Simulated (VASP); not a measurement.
# MoS2 in VASP: relaxation of cell and atoms with LDA

Aim: the relaxation of cell and atoms of MoS2 with LDA.

All numbers are computed with VASP 6.6.1; they aren't measurements. Logs are shortened: lines on timing, memory, paths and dates and some standing lists are left out, and cuts for length are marked.

## (1) Starting point

The cell holds a slab with vacuum, 3 atoms: a = 3.184 Å, b = 3.184 Å, c = 17.335 Å, α = 90.00°, β = 90.00°, γ = 120.00°.

## (2) Relaxation of cell and atoms, LDA

The input, INCAR:

```
PREC     = Accurate       # precision mode
ENCUT    = 600            # plane-wave cutoff, eV
EDIFF    = 1E-7           # SCF threshold, eV
ISMEAR   = 0              # smearing method
SIGMA    = 0.02           # smearing width, eV
LREAL    = F              # projectors in reciprocal space
LASPH    = T              # aspherical terms in the spheres
NELM     = 100            # most SCF steps
ALGO     = Fast           # electronic algorithm
ISIF     = 3              # what is computed and relaxed
LWAVE    = F              # write WAVECAR
LCHARG   = F              # write CHGCAR
IBRION   = 2              # ionic algorithm
NSW      = 60             # ionic steps
EDIFFG   = -0.01          # ionic threshold
```

The input, KPOINTS:

```
Automatic mesh
0
Gamma
  8 8 2
```

The input, POSCAR:

```
MoS2
1.0
    3.1841260822      0.0000000000      0.0000000000
   -1.5920630411      2.7575340760      0.0000000000
    0.0000000000      0.0000000000     17.3345999500
Mo S
1 2
Direct
    0.0000000000      0.0000000000      0.0000000000
    0.3333333333      0.6666666667      0.9105070200
    0.3333333333      0.6666666667      0.0894929800
```

Potentials or basis: VASP PAW LDA potentials, release 64 (Mo_sv, S).

Started as:

```console
> cat potpaw_LDA.64/Mo_sv/POTCAR potpaw_LDA.64/S/POTCAR > POTCAR
> mpirun -np 1 vasp_std > vasp.out
```

OUTCAR:

```text
PREC = Accurate
   ENCUT = 600
   EDIFF = 1E-7
   ISMEAR = 0
   LREAL = F
   LASPH = T
   NELM = 100
   ISIF = 3
   IBRION = 2
   NSW = 60
   EDIFFG = -0.01

 ion  position               nearest neighbor table
   1  0.000  0.000  0.000-   2 2.41   3 2.41   2 2.41   3 2.41   2 2.41   3 2.41
   2  0.333  0.667  0.911-   1 2.41   1 2.41   1 2.41
   3  0.333  0.667  0.089-   1 2.41   1 2.41   1 2.41

  LATTYP: Found a hexagonal cell.
 ALAT       =     3.1841260822
 C/A-ratio  =     5.4440683260

  Lattice vectors:

 A1 = (   3.1841260822,   0.0000000000,   0.0000000000)
 A2 = (  -1.5920630411,   2.7575340760,   0.0000000000)
 A3 = (   0.0000000000,   0.0000000000,  17.3345999500)

Analysis of symmetry for initial positions (statically):
=====================================================================
 Subroutine PRICEL returns:
 Original cell was already a primitive cell.

 Routine SETGRP: Setting up the symmetry group for a
 hexagonal supercell.

 Subroutine GETGRP returns: Found 12 space group operations
 (whereof 12 operations were pure point group operations)
 out of a pool of 24 trial point group operations.

The static configuration has the point symmetry D_3h.

Analysis of symmetry for dynamics (positions and initial velocities):
=====================================================================
 Subroutine PRICEL returns:
 Original cell was already a primitive cell.

 Routine SETGRP: Setting up the symmetry group for a
 hexagonal supercell.

 Subroutine GETGRP returns: Found 12 space group operations
 (whereof 12 operations were pure point group operations)
 out of a pool of 24 trial point group operations.

The dynamic configuration has the point symmetry D_3h.

 Subroutine INISYM returns: Found 12 space group operations
 (whereof 12 operations are pure point group operations),
 and found     1 'primitive' translations

----------------------------------------------------------------------------------------

                                     Primitive cell

  volume of cell :     152.2036

  direct lattice vectors                    reciprocal lattice vectors
     3.184126082  0.000000000  0.000000000     0.314057915  0.181321422  0.000000000
    -1.592063041  2.757534076  0.000000000     0.000000000  0.362642844  0.000000000
     0.000000000  0.000000000 17.334599950     0.000000000  0.000000000  0.057688092

  length of vectors
     3.184126082  3.184126082 17.334599950     0.362642844  0.362642844  0.057688092

  position of ions in fractional coordinates (direct lattice)
     0.000000000  0.000000000  0.000000000
     0.333333333  0.666666667  0.910507020
     0.333333333  0.666666667  0.089492980

  ion indices of the primitive-cell ions
   primitive index   ion index
                 1           1
                 2           2
                 3           3

----------------------------------------------------------------------------------------

 KPOINTS: Automatic mesh

Automatic generation of k-mesh.
 Grid dimensions read from file:
 generate k-points for:    8    8    2

 Generating k-lattice:

  Cartesian coordinates                     Fractional coordinates (reciprocal lattice)
     0.039257239  0.022665178  0.000000000     0.125000000  0.000000000  0.000000000
     0.000000000  0.045330356  0.000000000     0.000000000  0.125000000  0.000000000
     0.000000000  0.000000000  0.028844046     0.000000000  0.000000000  0.500000000

  Length of vectors
     0.045330356  0.045330356  0.028844046

  Shift w.r.t. Gamma in fractional coordinates (k-lattice)
     0.000000000  0.000000000  0.000000000

 Subroutine IBZKPT returns following result:
 ===========================================

 Found     20 irreducible k-points:

 Following reciprocal coordinates:
            Coordinates               Weight
  0.000000  0.000000  0.000000      1.000000
  0.125000  0.000000  0.000000      6.000000
  0.250000  0.000000  0.000000      6.000000
  0.375000  0.000000  0.000000      6.000000
  0.500000  0.000000  0.000000      3.000000
  0.125000  0.125000  0.000000      6.000000
[... 12 lines left out ...]
  0.250000  0.250000  0.500000      6.000000
  0.375000  0.250000  0.500000      6.000000
   k-points           NKPTS =     20   k-points in BZ     NKDIM =     20   number of bands    NBANDS=     17
   number of dos      NEDOS =    301   number of ions     NIONS =      3
   total plane-waves  NPLWV = 109760
   dimension x,y,z NGX =    28 NGY =   28 NGZ =  140
   dimension x,y,z NGXF=    56 NGYF=   56 NGZF=  280
   ions per type =               1   2
   NGX,Y,Z   is equivalent  to a cutoff of  14.62, 14.62, 13.43 a.u.
   NGXF,Y,Z  is equivalent  to a cutoff of  29.24, 29.24, 26.85 a.u.
 SYSTEM =  unknown system
   PREC   = accura    normal or accurate (medium, high low for compatibility)
   ISTART =      0    job   : 0-new  1-cont  2-samecut
   ICHARG =      2    charge: 1-file 2-atom 10-const
   ISPIN  =      1    spin polarized calculation?
   LNONCOLLINEAR =      F non collinear calculations
   LSORBIT =      F    spin-orbit coupling
   LASPH  =      T    aspherical Exc in radial PAW
   ENCUT  =  600.0 eV  44.10 Ry    6.64 a.u.   6.36  6.36 34.62*2*pi/ulx,y,z
   NELM   =    100;   NELMIN=  2; NELMDL= -5     # of ELM steps
   EDIFF  = 0.1E-06   stopping-criterion for ELM
   LREAL  =      F    real-space projection
   EDIFFG = -.1E-01   stopping-criterion for IOM
   NSW    =     60    number of steps for IOM
   IBRION =      2    ionic relax: 0-MD 1-quasi-New 2-CG
   NFREE  =      1    steps in history (QN), initial steepest desc. (CG)
   ISIF   =      3    stress and relaxation
   ISYM   =      2    0-nonsym 1-usesym 2-fastsym
   POTIM  = 0.5000    time-step for ionic-motion
   TEBEG  =    0.0;   TEEND  =   0.0 temperature during run
   PSTRESS=    0.0 pullay stress
   NELECT =      26.0000    total number of electrons
   NUPDOWN=      -1.0000    fix difference up-down
   EMIN   =  10.00;   EMAX   =-10.00  energy-range for DOS
   EFERMI =   0.00;   METHOD = LEGACY
   ISMEAR =     0;   SIGMA  =   0.02  broadening in eV -4-tet -1-fermi 0-gaus
   EFERMI_NEDOS =   21; number of points for ismear=-14 and -15
   IALGO  =     68    algorithm
   IMIX   =      4    mixing-type and parameters
     AMIX     =   0.40;   BMIX     =  1.00
     AMIX_MAG =   1.60;   BMIX_MAG =  1.00
  volume/ion in A,a.u.               =      50.73       342.37
  Fermi-wavevector in a.u.,A,eV,Ry     =   0.908359  1.716550 11.226391  0.825116
  Thomas-Fermi vector in A             =   2.032276
   LORBIT       =      0    0 simple, 1 ext, 2 COOP (PROOUT), +10 PAW based schemes
   GGA     = CA    functional components
   LHFCALC =     F    Hartree Fock is set to
   AEXX    =    0.0000 exact exchange contribution
   IVDW    =     0    specifies the selected vdW correction
   LEPSILON=     F    determine dielectric tensor
   LRPA    =     F    only Hartree local field effects (RPA)
 conjugate gradient relaxation of ions
 non-spin polarized calculation
 RMM-DIIS sequential band-by-band and
 Gauss-broadening in eV      SIGMA  =   0.02
  energy-cutoff  :      600.00
  volume of cell :      152.20
 maximum number of plane-waves:      5109
 NGX is ok and might be reduce to    28
   NGX = 13   NGY = 13   NGZ = 69

--------------------------------------- Ionic step        1  -------------------------------------------

 number of electron      26.0000001 magnetization

 Free energy of the ion-electron system (eV)
  ---------------------------------------------------
  ext. energy  EPLUGINS =         0.00000000
  ---------------------------------------------------
  free energy    TOTEN  =       -24.32330296 eV

  energy without entropy =      -24.32330296  energy(sigma->0) =      -24.32330296

------------------------ aborting loop because EDIFF is reached ----------------------------------------

  FORCE on cell =-STRESS in cart. coord.  units (eV):
  Direction    XX          YY          ZZ          XY          YZ          ZX
  --------------------------------------------------------------------------------------
  -------------------------------------------------------------------------------------
  Total       -2.2386139     -2.2386139     -1.1917333     -0.0000000      0.0000000      0.0000000
  in kB      -23.5648569    -23.5648569    -12.5448273     -0.0000000      0.0000000      0.0000000
  external PRESSURE =     -19.8915137 kB  Pullay stress =       0.0000000 kB

 VOLUME and BASIS-vectors are now :
 -----------------------------------------------------------------------------
  energy-cutoff  :      600.00
  volume of cell :      152.20
      direct lattice vectors                 reciprocal lattice vectors
     3.184126082  0.000000000  0.000000000     0.314057915  0.181321422  0.000000000
    -1.592063041  2.757534076  0.000000000     0.000000000  0.362642844  0.000000000
     0.000000000  0.000000000 17.334599950     0.000000000  0.000000000  0.057688092
[... 186 lines left out ...]
 POSITION                                       TOTAL-FORCE (eV/Angst)
 -----------------------------------------------------------------------------------
      1.56003      2.70205      0.00000         0.000000     -0.000000     -0.000000
     -0.00000      1.80136     15.78325         0.000000     -0.000000     -0.022985
     -0.00000      1.80136      1.55244        -0.000000      0.000000      0.022985
 -----------------------------------------------------------------------------------
    total drift:                                0.000000     -0.000000     -0.000000

  FREE ENERGIE OF THE ION-ELECTRON SYSTEM (eV)
  ---------------------------------------------------
  free  energy   TOTEN  =       -24.3678660609 eV

  energy  without entropy=      -24.3678660609  energy(sigma->0) =      -24.36786606

--------------------------------------- Ionic step        7  -------------------------------------------

 number of electron      26.0000003 magnetization

 Free energy of the ion-electron system (eV)
  ---------------------------------------------------
  ext. energy  EPLUGINS =         0.00000000
  ---------------------------------------------------
  free energy    TOTEN  =       -24.36790159 eV

  energy without entropy =      -24.36790159  energy(sigma->0) =      -24.36790159

 E-fermi :  -1.4530     XC(G=0):  -4.5767

 val. band max:       -1.5735334206   @ k =   0.0000   0.0000   0.5000
 cond. band min:       0.5841268808   @ k =   0.3750   0.2500   0.0000
 fundamental gap:      2.1576603014
 Fermi energy:        -1.4530412209

 k-point     1 :       0.0000    0.0000    0.0000
  band No.  band energies     occupation
      1     -61.8740      2.00000
      2     -36.2701      2.00000
      3     -35.9749      2.00000
      4     -35.9749      2.00000
      5     -15.7011      2.00000
      6     -14.3064      2.00000
[... 9 lines left out ...]
     16       1.7790      0.00000
     17       1.7790      0.00000
[... 400 lines left out ...]
 POSITION                                       TOTAL-FORCE (eV/Angst)
 -----------------------------------------------------------------------------------
     -0.00000      0.00000      0.00000         0.000000     -0.000000      0.000000
     -0.00000      1.80210     15.78725         0.000000     -0.000000     -0.003148
     -0.00000      1.80210      1.55297        -0.000000      0.000000      0.003148
 -----------------------------------------------------------------------------------
    total drift:                                0.000000     -0.000000     -0.000000

  FREE ENERGIE OF THE ION-ELECTRON SYSTEM (eV)
  ---------------------------------------------------
  free  energy   TOTEN  =       -24.3679015858 eV

  energy  without entropy=      -24.3679015858  energy(sigma->0) =      -24.36790159

 reached required accuracy - stopping structural energy minimisation
```

Wall time 7.5 min (1 thread of Intel Xeon Platinum 8488C (Sapphire Rapids), shared host); peak memory 0.29 GiB.

Results:

```yaml
Free_energy: -24.3679 eV
Relaxed_volume: 48.77 Å³/atom
Relaxed_cell: a = 3.121 Å, b = 3.121 Å, c = 17.340 Å, α = 90.00°, β = 90.00°, γ = 120.00°
Space_group_after_relaxing_to_0.05_Å: P-6m2 (No. 187)
Energy_gained_by_relaxing: 14.9 meV/atom
Ionic_steps: 7
Largest_force_after_relaxing: 0.003 eV/Å
Band_gap_on_the_k_mesh: 2.16 eV, indirect (least direct gap 2.18 eV)
```

Forces on the atoms (eV/Å):
```
Mo   0.000  0.000  0.000
S    0.000  0.000 -0.003
S    0.000  0.000  0.003
```

The path:
```
step  energy change (eV)  largest force (eV/Å)  pressure (GPa)  volume (Å³)
   1              0.0000                0.3773           -1.99       152.20
   2              0.0816                1.5035            4.33       138.73
   3             -0.0377                0.2398            0.00       147.16
   4             -0.0444                0.0510           -0.05       146.28
   5             -0.0446                0.0094           -0.04       146.41
   6             -0.0446                0.0230            0.07       146.15
   7             -0.0446                0.0031            0.00       146.31
```

Final structure:
```xyz
3
Lattice="3.1213 0.0000 0.0000 -1.5607 2.7032 0.0000 0.0000 0.0000 17.3402" Properties=species:S:1:pos:R:3 pbc="T T T"
Mo    0.0000    0.0000    0.0000
S     0.0000    1.8021   15.7873
S     0.0000    1.8021    1.5530
```
